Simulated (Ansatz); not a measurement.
Molecular dynamics on a 2×2×3 supercell (24 atoms) of BN (F-43m), relaxed with r2SCAN. Forces come from PBEsol in the plane-wave code Ansatz: a Langevin thermostat at fixed volume, 1300 K, steps of 1.5 fs. Spin polarisation is off, nuclei are classical, and the run is far too short for thermal averages.

```yaml
crystal:
  lattice:
    - [0.0, 3.6096491085, 3.6096491085]
    - [3.6096491085, 0.0, 3.6096491085]
    - [5.4144736627, 5.4144736627, 0.0]
  atoms:
    - { symbol: B, position: [0.0, 0.0, 0.0] }
    - { symbol: "N", position: [0.125, 0.125, 0.0833333333] }
    - { symbol: B, position: [0.0, 0.0, 0.3333333333] }
    - { symbol: "N", position: [0.125, 0.125, 0.4166666667] }
    - { symbol: B, position: [0.0, 0.0, 0.6666666667] }
    - { symbol: "N", position: [0.125, 0.125, 0.75] }
    - { symbol: B, position: [0.0, 0.5, 0.0] }
    - { symbol: "N", position: [0.125, 0.625, 0.0833333333] }
    - { symbol: B, position: [0.0, 0.5, 0.3333333333] }
    - { symbol: "N", position: [0.125, 0.625, 0.4166666667] }
    - { symbol: B, position: [0.0, 0.5, 0.6666666667] }
    - { symbol: "N", position: [0.125, 0.625, 0.75] }
    - { symbol: B, position: [0.5, 0.0, 0.0] }
    - { symbol: "N", position: [0.625, 0.125, 0.0833333333] }
    - { symbol: B, position: [0.5, 0.0, 0.3333333333] }
    - { symbol: "N", position: [0.625, 0.125, 0.4166666667] }
    - { symbol: B, position: [0.5, 0.0, 0.6666666667] }
    - { symbol: "N", position: [0.625, 0.125, 0.75] }
    - { symbol: B, position: [0.5, 0.5, 0.0] }
    - { symbol: "N", position: [0.625, 0.625, 0.0833333333] }
    - { symbol: B, position: [0.5, 0.5, 0.3333333333] }
    - { symbol: "N", position: [0.625, 0.625, 0.4166666667] }
    - { symbol: B, position: [0.5, 0.5, 0.6666666667] }
    - { symbol: "N", position: [0.625, 0.625, 0.75] }
kpoints:
  mp_grid: { grid: [4, 4, 2] }
hamiltonian:
  xc: pbesol
scf:
  occupations: { method: fermi_dirac, width: 0.112 }
md:
  ensemble: nvt_langevin
  temperature: 1300
  timestep: 1.5
  n_steps: 40
  initial_velocities: maxwell_boltzmann
  seed: 1931
```

Run as `ansatz run input.yaml --threads 4 --pin off --max-ram 3686MiB --backend cpu --events-out ev --progress --plain --runs-dir out`. It took 2.4 min on 4 threads of Arm Neoverse V1, with other jobs on the host, load about 1.0 per core; peak host memory 0.65 GiB.

```tsv
step	t (fs)	T (K)	free energy F from step 0 (meV/atom)	kinetic energy (meV/atom)	largest force (eV/Å)
0	0	1246	0.0	161.0	0.00
1	1.5	1186	9.9	153.3	1.29
2	3	1003	37.1	129.6	2.51
3	4.5	683	73.9	88.3	3.58
4	6	448	109.8	57.9	4.39
5	7.5	272	136.3	35.1	5.02
6	9	226	146.5	29.2	5.38
7	10.5	324	140.1	41.9	5.50
8	12	510	121.7	65.9	5.35
9	13.5	689	97.7	89.1	4.88
10	15	836	76.5	108.1	4.14
11	16.5	934	64.5	120.8	3.16
12	18	998	63.3	128.9	3.53
13	19.5	936	72.7	120.9	4.08
14	21	758	88.7	98.0	4.27
15	22.5	667	105.2	86.2	4.44
16	24	627	118.0	81.0	4.95
17	25.5	610	124.1	78.9	5.93
18	27	638	122.4	82.5	6.34
19	28.5	733	113.2	94.8	6.03
20	30	866	101.5	112.0	5.13
21	31.5	1009	94.1	130.4	3.84
22	33	1064	94.7	137.5	3.85
23	34.5	1033	101.4	133.6	4.15
24	36	1004	112.6	129.7	4.67
25	37.5	953	125.7	123.2	4.79
26	39	846	136.0	109.4	4.70
27	40.5	776	141.7	100.3	5.25
28	42	856	141.6	110.6	5.68
29	43.5	968	136.1	125.1	5.85
30	45	1021	127.6	132.0	5.77
31	46.5	1073	119.2	138.7	5.50
32	48	1137	112.1	146.9	4.90
33	49.5	1164	110.2	150.5	4.49
34	51	1102	115.7	142.4	5.22
35	52.5	1008	126.3	130.3	5.99
36	54	895	136.7	115.7	6.38
37	55.5	911	142.0	117.8	6.31
38	57	875	143.6	113.1	5.46
39	58.5	823	145.6	106.4	5.02
40	60	836	150.1	108.0	4.71
```

The temperature starts at 1246 K, is lowest at step 6 (226 K, 9 fs) and ends at 836 K. The thermostat hasn't had time to restore it. The atoms start on their lattice sites with kinetic energy alone, so much of it first passes into potential energy. By the last step the atoms have moved 0.12 Å in the root mean square, the drift of the whole cell taken out, 0.22 Å at most.

Positions (Å) and forces (eV/Å) at step 40:
```
B   -0.003  -0.024  -0.086     1.231   0.587   1.978
N    0.867   0.966   0.837     1.636  -0.385   0.732
B    1.910   1.892  -0.019    -3.264  -2.876  -1.645
N    2.734   2.641   0.882     0.861   2.986  -0.215
B    3.688   3.517  -0.073    -1.293   1.112  -0.413
N    4.465   4.537   0.825     0.959  -1.833  -1.311
B    1.737   0.137   1.890     1.185  -1.979  -2.711
N    2.769   0.969   2.778    -1.875  -1.288  -2.289
B    3.638   1.753   1.793    -0.516   1.740  -0.573
N    4.507   2.757   2.582     0.275  -1.911   3.672
B    5.397   3.560   1.780     0.069   3.481  -1.828
N    6.375   4.473   2.625    -2.374   0.581   1.873
B   -0.041   1.884   1.738     1.520  -2.480   0.733
N    0.976   2.717   2.633    -1.927   0.929   0.629
B    1.806   3.700   1.720     0.190  -2.583   0.423
N    2.757   4.520   2.597    -2.714  -0.219   1.565
B    3.457   5.334   1.607     2.882   2.755   0.851
N    4.483   6.213   2.544    -0.563   2.710   0.445
B    1.835   1.822   3.641    -1.477   1.129  -0.544
N    2.636   2.704   4.600     0.877   3.273  -3.270
B    3.622   3.620   3.537    -0.720  -0.224   0.201
N    4.493   4.553   4.410     0.488  -1.637   0.849
B    5.354   5.434   3.443     0.750  -1.139   1.014
N    6.139   6.386   4.385     3.802  -2.729  -0.167
```
